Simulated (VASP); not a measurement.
Input:

```xyz
2
Lattice="0.0000 2.9850 2.9850 2.9850 0.0000 2.9850 2.9850 2.9850 0.0000" Properties=species:S:1:pos:R:3 pbc="T T T"
Na     0.0000     0.0000     0.0000
Br     2.9850     2.9850     2.9850
```

All values below come from PBE GGA, VASP's PBE PAW potentials (set 64) (plane waves; VASP 6.6.1). Settings: 400 eV cut-off, 7×7×7 Γ-centred mesh, Gaussian smearing of 0.050 eV, potentials Na_pv Br.

Task: Predict the energy per atom (σ→0), band gap (on the k-mesh) with the smallest direct gap where there is one.

Result: 
| Property | Value |
|---|---|
| band gap (on the k-mesh) | 4.16 eV |
| smallest direct gap (on the k-mesh) | 4.16 eV |
| energy per atom (σ→0) | -3.058 eV/atom |

The compound is NaBr in the rock salt structure. The cell was not relaxed at this level.
